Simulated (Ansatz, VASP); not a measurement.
# BiS: VASP beside Ansatz

POSCAR

```
BiS
1.0
    4.0029443400      0.0000000000      0.0000000000
    0.0000000000      4.0029443400      0.0000000000
    0.0000000000      0.0000000000      4.0029443400
Bi S
1 1
Direct
    0.5000000000      0.5000000000      0.5000000000
    0.0000000000      0.0000000000      0.0000000000
```

INCAR.step1

```
PREC = Accurate ; ENCUT = 520
ISMEAR = -1 ; SIGMA = 0.05
LREAL = False ; LASPH = True
NELM = 150 ; MAGMOM = 0 0 0 0 0 0
LSORBIT = True ; GGA_COMPAT = False
NBANDS = 33 ; GGA = PE
ALGO = Normal ; EDIFF = 1E-4
LWAVE = True ; LCHARG = False
```

File INCAR.step2:

```
PREC = Accurate ; ENCUT = 520
EDIFF = 1E-7 ; ISMEAR = -1
SIGMA = 0.05 ; LREAL = False
LASPH = True ; NELM = 150
ALGO = Normal ; ISIF = 2
LWAVE = False ; LCHARG = False
MAGMOM = 0 0 0 0 0 0 ; LORBIT = 11
LSORBIT = True ; GGA_COMPAT = False
LORBMOM = True ; METAGGA = R2SCAN
LMIXTAU = True ; NBANDS = 33
ISTART = 1
```

File KPOINTS:

```
regular mesh
0
Gamma
  5 5 5
```

Contents of input.yaml:

```yaml
crystal:
  lattice:
    - [4.00294434, 0.0, 0.0]
    - [0.0, 4.00294434, 0.0]
    - [0.0, 0.0, 4.00294434]
  atoms:
    - { symbol: Bi, position: [0.5, 0.5, 0.5] }
    - { symbol: S, position: [0.0, 0.0, 0.0] }
hamiltonian:
  xc: r2scan
  pseudopotentials: { kind: paw_fr }
magnetization:
  noncollinear: true
  spin_orbit: true
kpoints:
  mp_grid: { grid: [5, 5, 5] }
  band_path:
    path:
      - [[0.0, 0.0, 0.0], [0.0, 0.5, 0.0], [0.5, 0.5, 0.0], [0.0, 0.0, 0.0], [0.5, 0.5, 0.5], [0.0, 0.5, 0.0]]
      - [[0.5, 0.5, 0.0], [0.5, 0.5, 0.5]]
    npoints: 14
scf:
  occupations: { method: fermi_dirac, width: 0.05 }
  n_extra_bands: 6
output:
  forces: true
  stress: true
  eigenvalues: true
  fatbands: true
```

The cell was built by a generator and needn't be a form met in nature.

Alike in both runs: functional r2SCAN; k mesh 5 × 5 × 5; occupations fermi-dirac, width 0.05 eV; non-collinear spin, spin-orbit coupling.

```csv
,VASP,Ansatz
version,VASP 6.6.1,Ansatz 0.2.0
potentials or method,"VASP PAW PBE potentials, release 64 (Bi_d, S)",Ansatz PAW
plane-wave cutoff (eV),520,500
valence electrons in the cell,21,21
task,single point,band structure
```

```csv
,VASP,Ansatz,Ansatz less VASP
gap on the k mesh at the Fermi level (eV),none,none,-
pressure (GPa),-10.3,-9.8,+0.53
net moment per atom (μB),0.00,0.00,0.000
```

A gap of «none» marks a metal or a gap that the smearing closes.

Caveats: the PAW data sets were made with another functional, which shifts forces and pressure a little (VASP); the PAW data sets come from PBE, with cores solved anew for the run's functional, which leaves a small shift of forces and pressure (Ansatz).
